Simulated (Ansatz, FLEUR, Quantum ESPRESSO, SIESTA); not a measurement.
# SnTe: 5 runs at one level of theory

```
Te Sn
1.0
     0.00000    3.15085    3.15085
     3.15085    0.00000    3.15085
     3.15085    3.15085    0.00000
Te Sn
1 1
Direct
  0.50000 0.50000 0.50000
  0.00000 0.00000 0.00000
```

Alike in all runs: task equation of state; functional LDA; k mesh 7 × 7 × 7; occupations fermi-dirac, width 0.05 eV; no spin polarisation; no spin-orbit coupling. LDA stands for any of its common fits.

| program and potentials | plane-wave cutoff (eV) | notes | equilibrium volume (Å³/atom) | bulk modulus (GPa) |
| --- | --- | --- | --- | --- |
| Quantum ESPRESSO, GBRV 1.5 LDA | 925 | - | ? | ? |
| Ansatz, all-electron LAPW, scalar-relativistic | - | - | 30.25 | 50.2 |
| FLEUR, all-electron, FLAPW | - | - | 30.24 | 50.2 |
| SIESTA, files PseudoDojo sr-lda-0.4.1-standard, DZP (energy shift 0.003 Ry; two zetas on semicore shells) | - | atomic basis | 30.70 | 52.0 |
| Quantum ESPRESSO, PseudoDojo 0.4.1 SR LDA standard | 1088 | - | 30.27 | 50.3 |

Estimate from the other rows what the run with Quantum ESPRESSO, GBRV 1.5 LDA gave.

Equilibrium volume 30.17 Å³/atom; bulk modulus 50.7 GPa. The other rows, which needn't bracket it: equilibrium volume 30.24 to 30.70; bulk modulus 50.2 to 52.0.
